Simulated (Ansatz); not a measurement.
Write the native input for Ansatz 0.2.0 that does the following.

* Task: band structure
* Functional: PBEsol
* Potentials or basis: Ansatz PAW
* Cutoff: 420 eV (not typed: the program's choice for these potentials)
* k mesh: 9 × 9 × 9
* Occupations: fermi-dirac, width 0.05 eV
* Spin: no spin polarisation
* Path: [["G", "X", "W", "K", "G", "L", "U", "W", "L", "K"], ["U", "X"]]
* Points for each segment of the path: 14

Crystal: Pb.

```
CELL_PARAMETERS angstrom
0.00000 2.47502 2.47502
2.47502 0.00000 2.47502
2.47502 2.47502 0.00000
ATOMIC_POSITIONS crystal
Pb 0.00000 0.00000 0.00000
```

The input as run:

input.yaml

```yaml
crystal:
  lattice:
    - [0.0, 2.47502, 2.47502]
    - [2.47502, 0.0, 2.47502]
    - [2.47502, 2.47502, 0.0]
  atoms:
    - { symbol: Pb, position: [0.0, 0.0, 0.0] }
hamiltonian:
  xc: pbesol
  pseudopotentials: { kind: paw }
kpoints:
  mp_grid: { grid: [9, 9, 9] }
  band_path:
    path:
      - [[0.0, 0.0, 0.0], [0.5, 0.0, 0.5], [0.5, 0.25, 0.75], [0.375, 0.375, 0.75], [0.0, 0.0, 0.0], [0.5, 0.5, 0.5], [0.625, 0.25, 0.625], [0.5, 0.25, 0.75], [0.5, 0.5, 0.5], [0.375, 0.375, 0.75]]
      - [[0.625, 0.25, 0.625], [0.5, 0.0, 0.5]]
    npoints: 14
scf:
  occupations: { method: fermi_dirac, width: 0.05 }
  n_extra_bands: 6
output:
  forces: true
  stress: true
  eigenvalues: true
  fatbands: false
  write_density: true
  write_potential: true
  elf: true
  volumetric_format: npy
```

Potentials or basis: Ansatz PAW.

The run is started by

```console
$ ansatz run input.yaml --threads 2 --pin off --max-ram 5120MiB --backend cpu --events-out ev --progress --plain --runs-dir out
```

It gave:

```
Pressure               : -0.6 GPa
Band gap on the k mesh : none (metal or under the smearing width)
```

Caveat: spin-orbit coupling is left out, which moves the levels of the heavy elements; the PAW data sets come from PBE, with cores solved anew for the run's functional, which leaves a small shift of forces and pressure.

Wall time 1.4 s on 2 threads of Arm Neoverse V1, with other jobs on the host, peak memory 0.29 GiB.
